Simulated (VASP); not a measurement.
Here is a VASP 6.6.1 calculation.

The input INCAR:

```
SYSTEM = Te
PREC = Accurate
ENCUT = 600
EDIFF = 1E-6
ISMEAR = 0
SIGMA = 0.03
LREAL = .False.
LASPH = .True.
NELM = 80
ALGO = Normal
ISIF = 3
LWAVE = .False.
LCHARG = .False.
METAGGA = R2SCAN
LMIXTAU = .True.
IBRION = 2
NSW = 90
EDIFFG = -0.01
```

File KPOINTS:

```
Automatic mesh
0
Gamma
  9 9 6
  0 0 0
```

POSCAR

```
Te
1.0
    4.4540000000      0.0000000000      0.0000000000
   -2.2270000000      3.8572771485      0.0000000000
    0.0000000000      0.0000000000      5.9240000000
Te
3
Direct
    0.2690000000      0.0000000000      0.3333333333
    0.0000000000      0.2690000000      0.6666666667
    0.7310000000      0.7310000000      0.0000000000
```

Potentials or basis: VASP PAW PBE potentials, release 64 (Te).

Command:

```bash
$ cat potpaw_PBE.64/Te/POTCAR > POTCAR
$ mpirun -np 1 vasp_std > vasp.out
```

Q: What does it give for the band gap on the k mesh?

A: 0.53 eV, direct.

Q: Estimate the space group after relaxing (to 0.05 Å).

A: P3_121 (No. 152).

Q: Estimate the relaxed volume.

A: 36.22 Å³/atom.

Q: Predict the relaxed cell.

A: a = 4.607 Å, b = 4.607 Å, c = 5.913 Å, α = 90.00°, β = 90.00°, γ = 120.00°.

Step by step:
| step | energy change (eV) | largest force (eV/Å) | pressure (GPa) | volume (Å³) |
| --- | --- | --- | --- | --- |
| 1 | 0.0000 | 0.0602 | 0.91 | 101.78 |
| 2 | -0.0052 | 0.1899 | -0.40 | 104.64 |
| 3 | -0.0060 | 0.1557 | -0.06 | 103.86 |
| 4 | -0.0098 | 0.1346 | -0.05 | 104.34 |
| 5 | -0.0180 | 0.0608 | 0.05 | 105.79 |
| 6 | -0.0185 | 0.1399 | 0.47 | 108.70 |
| 7 | -0.0211 | 0.0335 | 0.24 | 107.26 |
| 8 | -0.0202 | 0.0541 | -0.46 | 109.60 |
| 9 | -0.0217 | 0.0000 | -0.03 | 108.15 |
| 10 | -0.0217 | 0.0018 | -0.04 | 108.20 |
| 11 | -0.0220 | 0.0005 | -0.04 | 108.47 |
| 12 | -0.0221 | 0.0003 | -0.03 | 108.62 |
| 13 | -0.0221 | 0.0009 | 0.00 | 108.67 |

Caveat: the PAW data sets were made with another functional, which shifts forces and pressure a little; spin-orbit coupling is left out, which moves the levels of the heavy elements; an odd mesh through Γ misses points on the zone boundary, where band edges often lie.
